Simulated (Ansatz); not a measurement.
# KI: an axial (c/a) deformation path

Aim: for KI, follow an axial (c/a) deformation at fixed volume.

Program: Ansatz 0.2.0. Level of theory: DFT LDA, scalar-relativistic, plane waves, PAW. These are calculated values, not measurements.

## Step 1: The system as given

The structure is orthorhombic, space group Cmcm (No. 63). Conventional cell: a = 5.025 Å, b = 8.510 Å, c = 8.677 Å, α = 90.00°, β = 90.00°, γ = 90.00°. K (site symmetry 2/m) is surrounded by 6 I at 3.59 to 3.62 Å. I (site symmetry m2m) has 6 K at 3.59 to 3.62 Å as nearest neighbours.

As a file:

```
CELL_PARAMETERS angstrom
2.51266 -4.25523 0.00000
2.51266 4.25523 0.00000
0.00000 0.00000 8.67659
ATOMIC_POSITIONS crystal
K 0.50000 0.50000 0.50000
K 0.50000 0.50000 0.00000
I 0.84023 0.15977 0.25000
I 0.15977 0.84023 0.75000
```

It goes back to an entry of the Materials Project, which need not be the stable form.

No relaxation comes first: the listed cell is the starting point.

## Step 2: The scan: an axial (c/a) deformation path

At fixed volume and fractional coordinates, lengths along (0.000, 0.000, 1.000) are scaled against those across it; ρ is that ratio over its starting value.

## Step 3: At ρ = 0.850

File input.yaml:

```yaml
crystal:
  lattice:
    - [2.6525327266, -4.4921035383, 0.0]
    - [2.6525327266, 4.4921035383, 0.0]
    - [0.0, 0.0, 7.7856517937]
  atoms:
    - { symbol: K, position: [0.5, 0.5, 0.5] }
    - { symbol: K, position: [0.5, 0.5, 0.0] }
    - { symbol: I, position: [0.84023, 0.15977, 0.25] }
    - { symbol: I, position: [0.15977, 0.84023, 0.75] }
basis:
  ecutwfc: 420
kpoints:
  mp_grid: { grid: [6, 6, 4] }
hamiltonian:
  xc: lda
scf:
  occupations: { method: gaussian, width: 0.05 }
output:
  forces: true
  stress: true
  eigenvalues: true
```

## Step 4: At ρ = 1.200

Edit input.yaml of step 3 so:

```diff
@@ -2,5 +2,5 @@
   lattice:
-    - [2.6525327266, -4.4921035383, 0.0]
-    - [2.6525327266, 4.4921035383, 0.0]
-    - [0.0, 0.0, 7.7856517937]
+    - [2.3645035883, -4.0043219181, 0.0]
+    - [2.3645035883, 4.0043219181, 0.0]
+    - [0.0, 0.0, 9.7979794282]
   atoms:
```

## Step 5: Point ρ = 0.920

Edit input.yaml of step 4 so:

```diff
@@ -2,5 +2,5 @@
   lattice:
-    - [2.3645035883, -4.0043219181, 0.0]
-    - [2.3645035883, 4.0043219181, 0.0]
-    - [0.0, 0.0, 9.7979794282]
+    - [2.5834761127, -4.3751551378, 0.0]
+    - [2.5834761127, 4.3751551378, 0.0]
+    - [0.0, 0.0, 8.2074373721]
   atoms:
```

## Step 6: Point ρ = 1.100

Edit input.yaml of step 5 so:

```diff
@@ -2,5 +2,5 @@
   lattice:
-    - [2.5834761127, -4.3751551378, 0.0]
-    - [2.5834761127, 4.3751551378, 0.0]
-    - [0.0, 0.0, 8.2074373721]
+    - [2.4340873784, -4.1221630992, 0.0]
+    - [2.4340873784, 4.1221630992, 0.0]
+    - [0.0, 0.0, 9.2457926459]
   atoms:
```

(Steps that only read results are left out.)

What does the calculation give? Wanted: highest point.

**Answer**, as computed:

```
     quantity                       value
highest point  50.0 meV/atom at ρ = 1.200
```

No sampled point lies below the undisturbed cell. No further minimum shows among the sampled points. The gap on the mesh stays between 2.78 and 3.46 eV. Spin-orbit coupling is left out, which matters for the bands of I.
